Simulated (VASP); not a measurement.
## Mg: band structure with LDA

Mg:

```
Mg
1.0
     3.20930    0.00000    0.00000
    -1.60465    2.77934    0.00000
     0.00000    0.00000    5.21030
Mg
2
Direct
  0.66667 0.33333 0.75000
  0.33333 0.66667 0.25000
```

```yaml
Program: VASP 6.6.1
Task: band structure
Functional: LDA
Potentials_or_basis: VASP PAW LDA potentials, release 64 (Mg)
Cutoff: 520 eV
k_mesh: 10 × 10 × 5
Occupations: fermi-dirac, width 0.05 eV
Spin: no spin polarisation
Further_INCAR_settings: ALGO = Normal; EDIFF = 1e-06; NBANDS = 9
```

* Band gap along the path: none (metal or under the smearing width)

Levels at the corners of the path, in eV from the Fermi level:
| point | band 1 | band 2 | band 3 | band 4 | band 5 | band 6 |
| --- | --- | --- | --- | --- | --- | --- |
| Γ | -6.89 | -1.65 | -1.30 | 10.80 | 10.80 | 10.82 |
| M | -2.16 | -2.12 | 2.61 | 3.04 | 3.17 | 3.60 |
| M | -2.16 | -2.12 | 2.61 | 3.04 | 3.17 | 3.60 |
| K | -0.63 | -0.63 | -0.59 | 4.07 | 4.07 | 4.24 |
| K | -0.63 | -0.63 | -0.59 | 4.07 | 4.07 | 4.24 |
| Γ | -6.89 | -1.65 | -1.30 | 10.80 | 10.80 | 10.82 |
| Γ | -6.89 | -1.65 | -1.30 | 10.80 | 10.80 | 10.82 |
| A | -5.51 | -5.51 | 4.95 | 4.95 | 11.54 | 11.54 |
| A | -5.51 | -5.51 | 4.95 | 4.95 | 11.54 | 11.54 |
| L | -1.09 | -1.09 | -0.50 | -0.50 | 7.88 | 7.88 |
| L | -1.09 | -1.09 | -0.50 | -0.50 | 7.88 | 7.88 |
| H | 0.19 | 0.19 | 0.69 | 0.69 | 1.41 | 1.41 |
| H | 0.19 | 0.19 | 0.69 | 0.69 | 1.41 | 1.41 |
| A | -5.51 | -5.51 | 4.95 | 4.95 | 11.54 | 11.54 |
| L | -1.09 | -1.09 | -0.50 | -0.50 | 7.88 | 7.88 |
| M | -2.16 | -2.12 | 2.61 | 3.04 | 3.17 | 3.60 |
| K | -0.63 | -0.63 | -0.59 | 4.07 | 4.07 | 4.24 |
| H | 0.19 | 0.19 | 0.69 | 0.69 | 1.41 | 1.41 |

It took 21 s on 1 thread of Intel(R) Xeon(R) Platinum 8259CL CPU @ 2.50GHz (Skylake/Cascade Lake), on a shared host, peak memory 0.15 GiB.

Caveat: the log is that of the step along the path at fixed density, whose energy, stress, charges and moments have no meaning.
